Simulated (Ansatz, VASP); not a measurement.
# KBr in VASP and in Ansatz

The input INCAR:

```
PREC = Accurate
ENCUT = 520
EDIFF = 1E-6
ISMEAR = 0
SIGMA = 0.05
LREAL = F
LASPH = T
NELM = 80
ALGO = Normal
ISIF = 2
LWAVE = F
LCHARG = F
GGA = PE
NBANDS = 15
```

The input KPOINTS:

```
regular mesh
0
Gamma
  6 6 6
```

File POSCAR:

```
KBr
1.0
    0.0000000000      3.2925000000      3.2925000000
    3.2925000000      0.0000000000      3.2925000000
    3.2925000000      3.2925000000      0.0000000000
K Br
1 1
Direct
    0.0227790433      0.0227790433     -0.0227790433
    0.5000000000      0.5000000000      0.5000000000
```

Input for Ansatz:

```yaml
crystal:
  lattice:
    - [0.0, 3.2925, 3.2925]
    - [3.2925, 0.0, 3.2925]
    - [3.2925, 3.2925, 0.0]
  atoms:
    - { symbol: K, position: [0.0227790433, 0.0227790433, -0.0227790433] }
    - { symbol: Br, position: [0.5, 0.5, 0.5] }
basis:
  ecutwfc: 420
kpoints:
  mp_grid: { grid: [6, 6, 6] }
hamiltonian:
  xc: pbe
scf:
  occupations: { method: gaussian, width: 0.05 }
output:
  forces: true
  stress: true
  eigenvalues: true
```

Change from the starting cell: all K atoms moved -0.150 Å, as atom 1 towards its neighbour atom 2 (Br) at 3.292 Å.

Alike in both runs: task single point; functional PBE; k mesh 6 × 6 × 6; occupations gaussian, width 0.05 eV; no spin polarisation.

|  | VASP | Ansatz |
| --- | --- | --- |
| version | VASP 6.6.1 | Ansatz 0.2.0 |
| potentials or method | VASP PAW PBE potentials, release 64 (K_sv, Br) | scalar-relativistic, plane waves, PAW |
| plane-wave cutoff (eV) | 520 | 420 |
| valence electrons in the cell | 16 | 16 |

|  | VASP | Ansatz | Ansatz less VASP |
| --- | --- | --- | --- |
| gap on the k mesh at the Fermi level (eV) | 4.46 | 4.46 | +0.002 |
| least direct gap on the mesh (eV) | 4.46 | 4.46 | +0.002 |
| pressure (GPa) | 1.0 | 1.0 | -0.04 |
| largest component of the traceless stress (GPa) | 0.33 | 0.33 | -0.005 |
| rms of the force components (eV/Å) | 0.119 | 0.117 | -0.0018 |

Atom by atom the forces differ by 0.002 eV/Å (rms over components).
